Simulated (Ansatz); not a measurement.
Ge in Ansatz: the effect of functional

Crystal: Ge.

```
CELL_PARAMETERS angstrom
2.71047 0.00000 0.00000
0.00000 2.71047 0.00000
0.00000 0.00000 2.71047
ATOMIC_POSITIONS crystal
Ge 0.00000 0.00000 0.00000
```

The cell was built by a generator and needn't be a form met in nature.

Alike in all runs:

- Program: Ansatz 0.2.0
- Task: projected density of states
- Potentials or basis: Ansatz PAW
- k mesh: 6 × 6 × 6
- Occupations: fermi-dirac, width 0.05 eV
- Spin: no spin polarisation

| functional | cutoff | pressure (GPa) |
| --- | --- | --- |
| LDA | 420 eV (not typed: the program's choice for these potentials) | ? |
| PBEsol | 420 eV (not typed: the program's choice for these potentials) | -3.7 |
| r2SCAN | 500 eV (not typed: the program's choice for these potentials) | -2.6 |
| HSE06 | 420 eV (not typed: the program's choice for these potentials) | -2.7 |
| PBE0 | 420 eV (not typed: the program's choice for these potentials) | -2.9 |
| r2SCAN0 | 500 eV (not typed: the program's choice for these potentials) | -4.0 |

What does the run with functional LDA give?

Pressure -5.4 GPa.

Caveats: all runs use coarse meshes; the PAW data sets come from PBE, with cores solved anew for the run's functional, which leaves a small shift of forces and pressure; the density of states is complete only up to the lowest level of the last band computed; the thresholds are loose for stress (some runs).

Runs at the PBE level aren't shown here.
